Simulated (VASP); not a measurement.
A run of VASP 6.6.1:

The input INCAR:

```
SYSTEM = H2C18N
PREC = Accurate
ENCUT = 520
EDIFF = 1E-6
ISMEAR = 0
SIGMA = 0.02
LREAL = Auto
LASPH = .TRUE.
NELM = 150
ALGO = Fast
ISIF = 2
LWAVE = .FALSE.
LCHARG = .TRUE.
ISPIN = 2
MAGMOM = 0 0 0 0 0 0 0 0 0 0 0 0 0 0 0 0 0 0 1 0 0
LORBIT = 11
GGA = CA
LELF = .TRUE.
LVHAR = .TRUE.
NBANDS = 60
```

Contents of KPOINTS:

```
Automatic mesh
0
G
  2 2 1
  0 0 0
```

POSCAR

```
H2C18N
1.0
    7.3980000000      0.0000000000      0.0000000000
   -3.6990000000      6.4068560000      0.0000000000
    0.0000000000      0.0000000000     12.0000000000
C N H
18 1 2
Direct
   -0.0145484747     -0.0005233459      0.0813772676
    0.2125207405      0.1119563968      0.1039258454
   -0.0087792009      0.3352589169      0.0740269778
    0.2140130232      0.4446702935      0.0717642016
   -0.0078348824      0.6673222264      0.0811206838
    0.2152116002      0.7781109828      0.0752005252
    0.3285623150     -0.0009028425      0.0798411355
    0.5439925307      0.1057753996      0.0787542425
    0.3206180977      0.3378513117      0.0825399241
    0.5433787456      0.4503705075      0.1029877358
    0.3253668343      0.6688743612      0.0710682249
    0.5473731197      0.7792994202      0.0712333719
    0.6571115010     -0.0003758915      0.0710652154
    0.8790480493      0.1102292231      0.0749327428
    0.6613528282      0.3309335266      0.1036790263
    0.8863887866      0.4472362646      0.0813426682
    0.6597031999      0.6726941403      0.0799260495
    0.8784332640      0.7784987697      0.0810763664
    0.5966897417      0.3819580297      0.2085310293
    0.2221779579      0.1128199164      0.1982692738
    0.7236699727      0.5086833329      0.2440041022
```

Potentials or basis: VASP PAW LDA potentials, release 64 (C, N, H).

Run with:

```console
$ cat potpaw_LDA.64/C/POTCAR potpaw_LDA.64/N/POTCAR potpaw_LDA.64/H/POTCAR > POTCAR
$ mpirun -np 1 vasp_std > vasp.out
```

Hardware: 1 thread of AMD EPYC 9R14 (Zen 4), with other jobs on the host.

Task: How long does it take, and how much memory?

Result: Wall time 6.7 min on 1 thread of AMD EPYC 9R14 (Zen 4), with other jobs on the host, peak memory 0.57 GiB. Counts: scf iterations 25, k points 4.
